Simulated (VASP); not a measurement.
A run of VASP 6.6.1 is set up as follows.

Contents of INCAR:

```
PREC = Accurate
ENCUT = 520
EDIFF = 1E-6
ISMEAR = 0
SIGMA = 0.05
LREAL = False
LASPH = True
NELM = 100
ALGO = Normal
ISIF = 2
LWAVE = False
LCHARG = True
GGA = CA
LELF = True
LVHAR = True
NBANDS = 24
```

File KPOINTS:

```
Automatic mesh
0
Gamma
  9 9 6
```

File POSCAR:

```
SrO
1.0
    4.6175035668      0.0000000000      0.0000000000
   -2.3087517834      3.9988753909      0.0000000000
    0.0000000000      0.0000000000      5.5680425892
Sr O
2 2
Direct
    0.3333333333      0.6666666667      0.9381277000
    0.6666666667      0.3333333333      0.4381277000
    0.3333333333      0.6666666667      0.4368723000
    0.6666666667      0.3333333333      0.9368723000
```

Potentials or basis: VASP PAW LDA potentials, release 64 (Sr_sv, O).

Run with:

```bash
$ cat potpaw_LDA.64/Sr_sv/POTCAR potpaw_LDA.64/O/POTCAR > POTCAR
$ mpirun -np 1 vasp_std > vasp.out
```

**Question.** Predict the largest force.

**Answer.** 0.003 eV/Å.

**Question.** What does it give for the band gap on the k mesh?

**Answer.** 1.79 eV, direct.

Stress tensor (GPa, compression positive):
```
-12.31   0.00   0.00
  0.00 -12.31   0.00
  0.00   0.00 -13.50
```

Caveat: an odd mesh through Γ misses points on the zone boundary, where band edges often lie.
